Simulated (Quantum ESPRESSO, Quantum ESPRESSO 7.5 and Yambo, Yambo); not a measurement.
## MgI2 (1T monolayer): G0W0 with Yambo, start to end

How does a plane-wave GW calculation on MgI2 (1T monolayer) run from the first input to the gap?

Program: Quantum ESPRESSO 7.5 and Yambo 5.3.0. Level of theory: PBE and many-body steps on it, plane waves. Results are calculated unless marked as measured.

### 1. The starting structure

The cell holds 3 atoms: 1 Mg and 2 I. Its edges and angles: a = 4.208 Å, b = 4.208 Å, c = 16.000 Å, α = 90.0°, β = 90.0°, γ = 120.0°. Vacuum lies along c.

Coordinates:

```cif
data_structure
_symmetry_space_group_name_H-M 'P 1'
_symmetry_Int_Tables_number 1
_cell_length_a 4.2075
_cell_length_b 4.2075
_cell_length_c 16.0000
_cell_angle_alpha 90.000
_cell_angle_beta 90.000
_cell_angle_gamma 120.000
_cell_volume 245.31
loop_
_atom_site_label
_atom_site_type_symbol
_atom_site_fract_x
_atom_site_fract_y
_atom_site_fract_z
_atom_site_occupancy
Mg1 Mg 0.00000 0.00000 0.50000 1
I2 I 0.33333 0.66667 0.60469 1
I3 I 0.66667 0.33333 0.39531 1
```

The structure was relaxed with PBE. The runs that relaxed it are not among those shown. Spin-orbit coupling is left out unless a step names it.

### 2. Ground state

This step: Quantum ESPRESSO 7.5; DFT, PBE, plane waves, norm-conserving pseudopotentials.

The ground-state density comes first.

File pw.in:

```
&control
  calculation = 'scf'
  prefix = 'x'
  outdir = 'o'
  pseudo_dir = 'pseudo'
/
&system
  ibrav = 0
  nat = 3
  ntyp = 2
  ecutwfc = 76.0
  nbnd = 35
  force_symmorphic = .true.
/
&electrons
  conv_thr = 1e-10
  electron_maxstep = 80
  mixing_beta = 0.5
/
ATOMIC_SPECIES
  Mg 24.305 Mg.upf
  I 126.9 I.upf
CELL_PARAMETERS angstrom
  4.2075425528 -0.0000000002 0.0000000000
  -2.1037712762 3.6438387383 0.0000000000
  0.0000000000 0.0000000000 16.0000000000
ATOMIC_POSITIONS crystal
  Mg 0.0000000000 0.0000000000 0.5000000000
  I 0.3333333333 0.6666666667 0.6046917666
  I 0.6666666667 0.3333333333 0.3953082334
K_POINTS automatic
  9 9 1 0 0 0
```

Command:

```bash
OMP_NUM_THREADS=1 mpirun -n 4 pw.x -nk 4 -in pw.in > pw.out
```

The program printed:

```text
Program PWSCF v.7.5 starts

     This program is part of the open-source Quantum ESPRESSO suite
     for quantum simulation of materials; please cite
         "P. Giannozzi et al., J. Phys.:Condens. Matter 21 395502 (2009);
         "P. Giannozzi et al., J. Phys.:Condens. Matter 29 465901 (2017);
         "P. Giannozzi et al., J. Chem. Phys. 152 154105 (2020);
     in publications or presentations arising from this work. More details at
     Message from routine setup:
     using ibrav=0 with symmetry is DISCOURAGED, use correct ibrav instead

     G-vector sticks info

     bravais-lattice index     =            0
     lattice parameter (alat)  =       7.9511  a.u.
     unit-cell volume          =    1655.4049 (a.u.)^3
     number of atoms/cell      =            3
     number of atomic types    =            2
     number of electrons       =        60.00
     number of Kohn-Sham states=           35
     kinetic-energy cutoff     =      76.0000  Ry
     charge density cutoff     =     304.0000  Ry
     scf convergence threshold =      1.0E-10
     mixing beta               =       0.5000
     number of iterations used =            8  plain     mixing
     Exchange-correlation= PBE
                           (   1   4   3   4   0   0   0)

     celldm(1)=   7.951103  celldm(2)=   0.000000  celldm(3)=   0.000000
     celldm(4)=   0.000000  celldm(5)=   0.000000  celldm(6)=   0.000000

     crystal axes: (cart. coord. in units of alat)
               a(1) = (   1.000000  -0.000000   0.000000 )
               a(2) = (  -0.500000   0.866025   0.000000 )
               a(3) = (   0.000000   0.000000   3.802695 )

     reciprocal axes: (cart. coord. in units 2 pi/alat)
               b(1) = (  1.000000  0.577350 -0.000000 )
               b(2) = (  0.000000  1.154701 -0.000000 )
               b(3) = ( -0.000000 -0.000000  0.262971 )
     Pseudo is Norm-conserving, Zval = 10.0
     Generated using ONCVPSP code by D. R. Hamann
     Using radial grid of 1510 points,  4 beta functions with:
     Pseudo is Norm-conserving + core correction, Zval = 25.0
     Generated using ONCVPSP code by D. R. Hamann
     Using radial grid of 1188 points,  8 beta functions with:
     Mg               10.00    24.30500     Mg( 1.00)
     I                25.00   126.90000     I ( 1.00)

     12 Sym. Ops., with inversion, found

   Cartesian axes

     site n.     atom                  positions (alat units)
         1        Mg     tau(   1) = (   0.0000000   0.0000000   1.9013474  )
         2        I      tau(   2) = (  -0.0000000   0.5773503   2.2994582  )
         3        I      tau(   3) = (   0.5000000   0.2886751   1.5032365  )

     number of k points=    12
                       cart. coord. in units 2pi/alat
        k(    1) = (   0.0000000   0.0000000   0.0000000), wk =   0.0246914
        k(    2) = (   0.0000000   0.1283001   0.0000000), wk =   0.1481481
        k(    3) = (   0.0000000   0.2566001   0.0000000), wk =   0.1481481
        k(    4) = (   0.0000000   0.3849002   0.0000000), wk =   0.1481481
        k(    5) = (   0.0000000   0.5132002   0.0000000), wk =   0.1481481
        k(    6) = (   0.1111111   0.1924501   0.0000000), wk =   0.1481481
        k(    7) = (   0.1111111   0.3207501   0.0000000), wk =   0.2962963
        k(    8) = (   0.1111111   0.4490502   0.0000000), wk =   0.2962963
        k(    9) = (   0.1111111   0.5773503   0.0000000), wk =   0.1481481
        k(   10) = (   0.2222222   0.3849002   0.0000000), wk =   0.1481481
        k(   11) = (   0.2222222   0.5132002   0.0000000), wk =   0.2962963
        k(   12) = (   0.3333333   0.5773503   0.0000000), wk =   0.0493827

     Dense  grid:   148115 G-vectors     FFT dimensions: (  45,  45, 180)

     Initial potential from superposition of free atoms

     starting charge      59.9990, renormalised to      60.0000
     Starting wfcs are   31 randomized atomic wfcs +    4 random wfcs

     per-process dynamical memory:   124.2 Mb

     Self-consistent Calculation

     iteration #  1     ecut=    76.00 Ry     beta= 0.50

     Threshold (ethr) on eigenvalues was too large:
     Diagonalizing with lowered threshold

     total energy              =   -1369.68211368 Ry
     estimated scf accuracy    <       0.04795071 Ry

     iteration #  2     ecut=    76.00 Ry     beta= 0.50

     total energy              =   -1369.68655178 Ry
     estimated scf accuracy    <       0.00759788 Ry

     iteration #  3     ecut=    76.00 Ry     beta= 0.50

     total energy              =   -1369.68780690 Ry
     estimated scf accuracy    <       0.00210587 Ry

     iteration #  4     ecut=    76.00 Ry     beta= 0.50

     total energy              =   -1369.68816991 Ry
     estimated scf accuracy    <       0.00015213 Ry

     iteration #  5     ecut=    76.00 Ry     beta= 0.50

     total energy              =   -1369.68818519 Ry
     estimated scf accuracy    <       0.00000840 Ry

     iteration #  6     ecut=    76.00 Ry     beta= 0.50

     total energy              =   -1369.68818666 Ry
     estimated scf accuracy    <       0.00000064 Ry

     iteration #  7     ecut=    76.00 Ry     beta= 0.50

     total energy              =   -1369.68818686 Ry
     estimated scf accuracy    <       0.00000004 Ry

     iteration #  8     ecut=    76.00 Ry     beta= 0.50

     total energy              =   -1369.68818687 Ry
     estimated scf accuracy    <          3.4E-09 Ry

     iteration #  9     ecut=    76.00 Ry     beta= 0.50

     total energy              =   -1369.68818687 Ry
     estimated scf accuracy    <          5.2E-10 Ry

     iteration # 10     ecut=    76.00 Ry     beta= 0.50

     End of self-consistent calculation

          k = 0.0000 0.0000 0.0000 ( 18419 PWs)   bands (ev):

  -175.5452-175.5452-122.4088-122.4088-122.4087-122.4087-122.3940-122.3940
   -76.6254 -44.7980 -44.7980 -44.7945 -44.7945 -44.7885 -44.7885 -44.7870
   -44.7870 -44.7809 -44.7787 -43.3674 -43.3666 -43.3666 -13.1387 -12.6400
    -4.2486  -1.9687  -1.6675  -1.6675  -1.4034  -1.4034   2.5756   3.5133
     4.6202   4.8716   5.3299

          k = 0.0000 0.1283 0.0000 ( 18461 PWs)   bands (ev):

  -175.5452-175.5452-122.4088-122.4088-122.4088-122.4088-122.3940-122.3940
   -76.6254 -44.8005 -44.8002 -44.7995 -44.7994 -44.7981 -44.7943 -44.7921
   -44.7882 -44.7807 -44.7783 -43.3674 -43.3668 -43.3666 -13.0820 -12.6065
    -4.1993  -2.2333  -1.8622  -1.8099  -1.7537  -1.4278   2.9668   3.9570
     4.5596   4.8941   5.2334

          k = 0.0000 0.2566 0.0000 ( 18499 PWs)   bands (ev):

  -175.5452-175.5452-122.4089-122.4088-122.4088-122.4088-122.3941-122.3940
   -76.6254 -44.8132 -44.8049 -44.8028 -44.8009 -44.8005 -44.7944 -44.7906
   -44.7901 -44.7842 -44.7825 -43.3673 -43.3671 -43.3667 -12.9283 -12.5222
    -4.1287  -3.0804  -2.4405  -2.0894  -1.8503  -1.5426   3.1872   4.1070
     4.8547   5.0975   5.7215

          k = 0.0000 0.3849 0.0000 ( 18507 PWs)   bands (ev):

     [... further k-points ...]

     highest occupied, lowest unoccupied level (ev):    -1.4034    2.3118

!    total energy              =   -1369.68818687 Ry
     estimated scf accuracy    <          3.7E-11 Ry

     The total energy is the sum of the following terms:
     one-electron contribution =   -2880.81576674 Ry
     hartree contribution      =    1382.53105419 Ry
     xc contribution           =    -174.49976278 Ry
     ewald contribution        =     303.09628846 Ry

     convergence has been achieved in  10 iterations

     XML data file, charge density, pseudopotentials, collected wavefunctions

=------------------------------------------------------------------------------=
   JOB DONE.
=------------------------------------------------------------------------------=
```

It took 30 s on 4 MPI ranks of Intel Xeon Platinum 8488C (Sapphire Rapids), shared host; peak memory 0.85 GiB; 2 min of CPU time.

Numbers from this step:

```yaml
total_energy: -18635.5571 eV
gap: 3.715 eV
k_of_the_valence_top: 0, 0, 0
k_of_the_conduction_bottom: 0, 0.4444, 0
least_direct_gap: 3.979 eV
```

The gap is indirect, with the least direct gap 0.26 eV higher.

### 3. Bands along the symmetry lines

The cheap functional maps the bands first; the places of the edges decide which points the dearer methods must see.

File pw.in:

```
&control
  calculation = 'bands'
  prefix = 'x'
  outdir = 'o'
  pseudo_dir = 'pseudo'
/
&system
  ibrav = 0
  nat = 3
  ntyp = 2
  ecutwfc = 76.0
  nbnd = 36
  force_symmorphic = .true.
/
&electrons
  conv_thr = 1e-9
  electron_maxstep = 80
  diago_full_acc = .true.
  diago_thr_init = 5e-6
/
ATOMIC_SPECIES
  Mg 24.305 Mg.upf
  I 126.9 I.upf
CELL_PARAMETERS angstrom
  4.2075425528 -0.0000000002 0.0000000000
  -2.1037712762 3.6438387383 0.0000000000
  0.0000000000 0.0000000000 16.0000000000
ATOMIC_POSITIONS crystal
  Mg 0.0000000000 0.0000000000 0.5000000000
  I 0.3333333333 0.6666666667 0.6046917666
  I 0.6666666667 0.3333333333 0.3953082334
K_POINTS crystal
  25
  0.00000000 0.00000000 0.00000000 1
  0.06250000 0.00000000 0.00000000 1
  0.12500000 0.00000000 0.00000000 1
  0.18750000 0.00000000 0.00000000 1
  0.25000000 0.00000000 0.00000000 1
  0.31250000 0.00000000 0.00000000 1
  0.37500000 0.00000000 0.00000000 1
  0.43750000 0.00000000 0.00000000 1
  0.50000000 0.00000000 0.00000000 1
  0.47916667 0.04166667 0.00000000 1
  0.45833333 0.08333333 0.00000000 1
  0.43750000 0.12500000 0.00000000 1
  0.41666666 0.16666666 0.00000000 1
  0.39583333 0.20833333 0.00000000 1
  0.37500000 0.25000000 0.00000000 1
  0.35416666 0.29166666 0.00000000 1
  0.33333333 0.33333333 0.00000000 1
  0.29166666 0.29166666 0.00000000 1
  0.25000000 0.25000000 0.00000000 1
  0.20833333 0.20833333 0.00000000 1
  0.16666666 0.16666666 0.00000000 1
  0.12500000 0.12500000 0.00000000 1
  0.08333333 0.08333333 0.00000000 1
  0.04166667 0.04166667 0.00000000 1
  0.00000000 0.00000000 0.00000000 1
```

The program printed:

```text
[banner, memory and clock lines left out]
Program PWSCF v.7.5 starts

     Atomic positions and unit cell read from directory:
     o/x.save/

     Message from routine setup:
     using ibrav=0 with symmetry is DISCOURAGED, use correct ibrav instead

     G-vector sticks info

     bravais-lattice index     =            0
     lattice parameter (alat)  =       7.9511  a.u.
     unit-cell volume          =    1655.4049 (a.u.)^3
     number of atoms/cell      =            3
     number of atomic types    =            2
     number of electrons       =        60.00
     number of Kohn-Sham states=           36
     kinetic-energy cutoff     =      76.0000  Ry
     charge density cutoff     =     304.0000  Ry
     Exchange-correlation= PBE
                           (   1   4   3   4   0   0   0)

     celldm(1)=   7.951103  celldm(2)=   0.000000  celldm(3)=   0.000000
     celldm(4)=   0.000000  celldm(5)=   0.000000  celldm(6)=   0.000000

     crystal axes: (cart. coord. in units of alat)
               a(1) = (   1.000000  -0.000000   0.000000 )
               a(2) = (  -0.500000   0.866025   0.000000 )
               a(3) = (   0.000000   0.000000   3.802695 )

     reciprocal axes: (cart. coord. in units 2 pi/alat)
               b(1) = (  1.000000  0.577350 -0.000000 )
               b(2) = (  0.000000  1.154701 -0.000000 )
               b(3) = ( -0.000000 -0.000000  0.262971 )
     Pseudo is Norm-conserving, Zval = 10.0
     Generated using ONCVPSP code by D. R. Hamann
     Using radial grid of 1510 points,  4 beta functions with:
     Pseudo is Norm-conserving + core correction, Zval = 25.0
     Generated using ONCVPSP code by D. R. Hamann
     Using radial grid of 1188 points,  8 beta functions with:
     Mg               10.00    24.30500     Mg( 1.00)
     I                25.00   126.90000     I ( 1.00)

     12 Sym. Ops., with inversion, found

   Cartesian axes

     site n.     atom                  positions (alat units)
         1        Mg     tau(   1) = (   0.0000000   0.0000000   1.9013474  )
         2        I      tau(   2) = (  -0.0000000   0.5773503   2.2994582  )
         3        I      tau(   3) = (   0.5000000   0.2886751   1.5032365  )

     number of k points=    25
                       cart. coord. in units 2pi/alat
        k(    1) = (   0.0000000   0.0000000   0.0000000), wk =   0.0800000
        k(    2) = (   0.0625000   0.0360844   0.0000000), wk =   0.0800000
        k(    3) = (   0.1250000   0.0721688   0.0000000), wk =   0.0800000
[...]
[... 13 further rows ...]
        k(   24) = (   0.0416667   0.0721688   0.0000000), wk =   0.0800000
        k(   25) = (   0.0000000   0.0000000   0.0000000), wk =   0.0800000

     Dense  grid:   148115 G-vectors     FFT dimensions: (  45,  45, 180)

     The potential is recalculated from file :
     o/x.save/charge-density

     Starting wfcs are   31 randomized atomic wfcs +    5 random wfcs

     Band Structure Calculation

     End of band structure calculation

          k = 0.0000 0.0000 0.0000 ( 18419 PWs)   bands (ev):

  -175.5452-175.5452-122.4088-122.4088-122.4088-122.4088-122.3941-122.3941
   -76.6255 -44.7980 -44.7980 -44.7946 -44.7946 -44.7885 -44.7885 -44.7871
   -44.7871 -44.7810 -44.7788 -43.3675 -43.3666 -43.3666 -13.1387 -12.6400
    -4.2486  -1.9687  -1.6675  -1.6675  -1.4034  -1.4034   2.5756   3.5133
     4.6202   4.8716   5.3299   5.3299

          k = 0.0625 0.0361 0.0000 ( 18413 PWs)   bands (ev):

  -175.5452-175.5452-122.4088-122.4088-122.4088-122.4088-122.3941-122.3941
[...]
4.6089   4.8820   5.2442   5.4003

          k = 0.1250 0.0722 0.0000 ( 18463 PWs)   bands (ev):

  -175.5453-175.5453-122.4089-122.4089-122.4089-122.4088-122.3941-122.3941
[...]
4.5593   4.8957   5.2620   5.5898

[...]
k = 0.0417 0.0722 0.0000 ( 18417 PWs)   bands (ev):

  -175.5452-175.5452-122.4088-122.4088-122.4088-122.4088-122.3941-122.3941
[...]
4.6004   4.8849   5.2255   5.4273

          k = 0.0000 0.0000 0.0000 ( 18419 PWs)   bands (ev):

  -175.5452-175.5452-122.4088-122.4088-122.4088-122.4088-122.3941-122.3941
[...]
-44.7871 -44.7810 -44.7788 -43.3675 -43.3666 -43.3666 -13.1387 -12.6400
    -4.2486  -1.9687  -1.6675  -1.6675  -1.4034  -1.4034   2.5756   3.5133
     4.6202   4.8716   5.3299   5.3299

     XML data file, pseudopotentials, collected wavefunctions
```

Run time: 17 s. Hardware: 4 MPI ranks; peak memory 0.67 GiB.

Numbers from this step:

| Quantity | Value |
| --- | --- |
| gap | 3.665 eV |
| k of the valence top | 0, 0, 0 |
| k of the conduction bottom | 0.5, 0, 0 |
| least direct gap | 3.979 eV |

The gap is 3.665 eV, −0.050 eV from the run before at this level.

Electronic bands along the path, in eV, zero at the top of the highest filled band:

| point | band 27 | band 28 | band 29 | band 30 | band 31 | band 32 | band 33 | band 34 |
| --- | --- | --- | --- | --- | --- | --- | --- | --- |
| Γ | -0.26 | -0.26 | 0.00 | 0.00 | 3.98 | 4.92 | 6.02 | 6.28 |
| halfway | -1.17 | -0.76 | -0.45 | -0.18 | 4.48 | 5.54 | 6.24 | 6.64 |
| M | -1.25 | -1.11 | -0.62 | -0.40 | 3.67 | 5.52 | 5.83 | 6.71 |
| halfway | -1.72 | -1.36 | -0.72 | -0.56 | 4.20 | 6.28 | 6.38 | 6.82 |
| K | -2.29 | -1.79 | -0.67 | -0.67 | 4.45 | 6.54 | 6.54 | 7.97 |
| halfway | -1.55 | -0.73 | -0.65 | -0.35 | 4.74 | 6.09 | 6.14 | 6.73 |
| Γ | -0.26 | -0.26 | 0.00 | 0.00 | 3.98 | 4.92 | 6.02 | 6.28 |

(Continued in part 2 of 3.)

[Paths, hosts, dates, memory and timing lines, banners, echoed tables and standing remarks are left out of the program output.]

[Logs are printed without paths, hosts, clocks, repeated set-up lines and the standing remarks that a program may print on its own settings, such as how far it seeks lower states.]

[Runs of the session that timed out or met a known fault of the program may be left out.]

[Hosts, paths, dates, database ids (printed as entryN), source tags and the programs' standing remarks are cut or masked in the printed files.]
